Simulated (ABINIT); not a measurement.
PtS2:

```
Pt S
1.0
     3.54320    0.00000    0.00000
    -1.77160    3.06850    0.00000
     0.00000    0.00000    5.03880
Pt S
1 2
Direct
  0.00000 0.00000 0.00000
  0.66667 0.33333 0.77300
  0.33333 0.66667 0.22700
```

Program: ABINIT 10.8.3 (patched build). Alike in all runs: no spin polarisation; cell as given; smearing fermi-dirac 0.05 eV.

Task: Order these runs on this cell by their pressure, lowest first.
A. level PBE; potentials or basis JTH PAW PBE v2.0; k mesh 5 × 5 × 3; cutoff (eV) 544; fine-grid cutoff 1088.46 eV
B. level LDA-PZ; potentials or basis JTH PAW LDA v2.0; k mesh 9 × 9 × 5; cutoff (eV) 544; fine-grid cutoff 1088.46 eV
C. level PBEsol; potentials or basis JTH PAW PBE v2.0; k mesh 12 × 12 × 6; cutoff (eV) 544; fine-grid cutoff 1088.46 eV
D. level r2SCAN; potentials or basis JTH PAW PBE v2.0; k mesh 7 × 7 × 4; cutoff (eV) 653; fine-grid cutoff 1251.72 eV
E. level RPBE; potentials or basis JTH PAW PBE v2.0; k mesh 9 × 9 × 5; cutoff (eV) 544; fine-grid cutoff 1088.46 eV

Result: B (4.1 GPa), C (7.3 GPa), D (10.0 GPa), A (12.3 GPa), E (15.0 GPa).

Caveats: the PAW data sets were made with another functional, which shifts forces and pressure a little (some runs); so large a pressure means that the cell lies far from this level's equilibrium, or that cutoff or potentials fall short (some runs); the potentials were made for another functional, which shifts forces and pressure (some runs).
